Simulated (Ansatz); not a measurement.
One crystal and one scan (generalised stacking-fault energy along a line) at two levels, PBEsol (plane waves to 420 eV, PAW, scalar-relativistic; Ansatz, a quantum-chemistry and plane-wave program) and PBE (plane waves to 420 eV, PAW, scalar-relativistic; Ansatz), each from its own relaxed cell and on its own mesh. The cell shown is that of PBEsol.

LiI (rock salt) is sheared across one {110} plane: the third cell vector gains the shift, so faults repeat every 6.3 Å. The cut lies between planes 2.09 Å apart; the cell height is held.

```yaml
crystal:
  lattice:
    - [4.17424, 0.00000, 0.00000]
    - [0.00000, 5.90327, 0.00000]
    - [2.08712, 2.95164, 6.26136]
  atoms:
    - { symbol: I, position: [0.00000, 0.00000, 0.83333] }
    - { symbol: I, position: [0.33333, 0.33333, 0.16667] }
    - { symbol: I, position: [0.66667, 0.66667, 0.50000] }
    - { symbol: Li, position: [0.00000, 0.50000, 0.83333] }
    - { symbol: Li, position: [0.33333, 0.83333, 0.16667] }
    - { symbol: Li, position: [0.66667, 0.16667, 0.50000] }
```

In-plane vectors a = (4.174, 0.000) Å, b = (0.000, 5.903) Å, area 24.64 Å². The shift is s times the vector b (length 5.903 Å), so s = 1 restores the start. Atoms relax along the normal only. γ = [E(shift) − E(0)] / area.

E is the zero-smearing estimate. LiI was relaxed with its symmetry unable to fall. Spin-orbit coupling is left out, though I is heavy. Faults lie only 6.3 Å apart, and holding the cell height raises γ above its relaxed value. Faults lie only 6.4 Å apart, and holding the cell height raises γ above its relaxed value. Percentages come from the unrounded values. Both scans cover s from 0.000 to 0.917.

Results of PBEsol:

| Item | Result |
|---|---|
| Lattice constant a (Å) | 5.903 |
| Highest computed γ on the line (mJ/m²) | 1232 |
| Steepest slope dγ/d(shift) before the first maximum (spline) (GPa) | 6.7 |
| Position of the highest point | s = 0.500 |
| Local minima between the ends | no computed point is one |

Q: Estimate the PBE values.

A: 
```json
[
 {"quantity": "Lattice constant a (Å)", "PBE": "6.019", "PBEsol − PBE": "-0.116 (-1.9 %)"},
 {"quantity": "Highest computed γ on the line (mJ/m²)", "PBE": "1107", "PBEsol − PBE": "+125 (+11 %)"},
 {"quantity": "Steepest slope dγ/d(shift) before the first maximum (spline) (GPa)", "PBE": "5.8", "PBEsol − PBE": "+0.9 (+15 %)"}
]
```

PBEsol gives the higher value for: highest computed γ on the line; steepest slope dγ/d(shift) before the first maximum. PBEsol gives the lower value for: lattice constant a. Both give the same position of the highest point: s = 0.500.

(The slope of γ gives the shear force per area between the displaced halves; near zero shift its curvature is an elastic stiffness.)
